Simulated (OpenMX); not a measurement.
Runs of OpenMX 3.8.5 on TiTe2. The structure is trigonal, space group P-3m1 (No. 164). The conventional cell has a = 3.777 Å, b = 3.777 Å, c = 6.498 Å, α = 90.00°, β = 90.00°, γ = 120.00°. Te (site symmetry 3m) has 3 Ti at 2.77 Å as nearest neighbours. Ti (site symmetry -3m) is surrounded by 6 Te at 2.77 Å. 

| potentials or basis | spin | k mesh | SCF threshold | max SCF cycles | mesh quality | pressure (GPa) | moment (μB) | largest force (eV/Å) |
| --- | --- | --- | --- | --- | --- | --- | --- | --- |
| OpenMX 2013 PBE set, Te7.0-s3p2d2f1, Ti7.0-s3p2d2, grid cutoff 500 Ry | non-collinear, zero start, SOC | 7 × 7 × 3 | 1e-07 Ha | 160 | not flagged | - | 0.00 | (a) |
| OpenMX 2013 PBE set, Te7.0-s3p2d2f1, Ti7.0-s3p2d2, grid cutoff 500 Ry | off | 9 × 9 × 5 | 1e-08 Ha | 100 | not flagged | 1.4 | - | 0.11 |
| OpenMX 2013 PBE set, Te7.0-s3p2d2, Ti7.0-s2p2d1, grid cutoff 500 Ry | off | 9 × 9 × 5 | 1e-08 Ha | 100 | not flagged | 1.1 | - | 0.07 |
| OpenMX 2013 PBE set, Te7.0-s3p2d2f1, Ti7.0-s3p2d2, grid cutoff 500 Ry | non-collinear, zero start, SOC | 5 × 5 × 3 | 1e-07 Ha | 160 | coarse | - | 0.00 | (b) |
| OpenMX 2013 PBE set, Te7.0-s3p2d2f1, Ti7.0-s3p2d2, grid cutoff 500 Ry | non-collinear, zero start | 5 × 5 × 3 | 1e-07 Ha | 160 | coarse | - | 0.00 | 0.06 |

Alike in all rows: task band structure; level PBE; cell as given; smearing fermi-dirac 0.05 eV.

Fill in the values left out.

(a) 0.09; (b) 0.08.

Caveats: some runs use coarse meshes; this functional lacks dispersion, which binds the layers, so the pressure and a relaxed spacing across them are unreliable; the basis of atomic orbitals isn't converged, which shifts pressures, moduli and gaps; total energies with and without spin-orbit coupling shouldn't be compared in this program (some runs); the transition metal has a single d function, too few for pressures, volumes and moments (some runs).
